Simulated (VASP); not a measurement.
A run of VASP 6.6.1 is set up as follows.

The input INCAR:

```
PREC = Accurate
ENCUT = 520
EDIFF = 1E-7
ISMEAR = 1
SIGMA = 0.1
LREAL = False
LASPH = True
NELM = 80
ALGO = Fast
ISIF = 2
LWAVE = False
LCHARG = False
LDIPOL = True
IDIPOL = 3
DIPOL = 0.5 0.5 0.500
GGA = CA
LVHAR = True
LVACPOTAV = True
ICORELEVEL = 1
KPAR = 2
```

File KPOINTS:

```
Automatic mesh
0
Gamma
  12 12 1
```

The input POSCAR:

```
Pb                                      
1.0
    3.4550057600      0.0000000000      0.0000000000
   -1.7275028800      2.9921227600      0.0000000000
    0.0000000000      0.0000000000     26.2840015500
  Pb            
     5
Direct
     0.6666666699999979    0.3333333300000021    0.2927266274274101
     0.3333333300000021    0.6666666699999979    0.3929459748544049
     0.0000000000000000    0.0000000000000000    0.5000000000000000
     0.6666666699999979    0.3333333300000021    0.6070540251455950
     0.3333333300000021    0.6666666699999979    0.7072733725725899
```

Potentials or basis: VASP PAW LDA potentials, release 64 (Pb_d).

Launch:

```sh
$ cat potpaw_LDA.64/Pb_d/POTCAR > POTCAR
$ mpirun -np 2 vasp_std > vasp.out
```

(1) Estimate the band gap on the k mesh.

(2) Estimate the work function of the upper face.

(3) What does it give for the work function of the lower face?

Results:

(1) none (metal or under the smearing width).

(2) 3.77 eV.

(3) 3.77 eV.
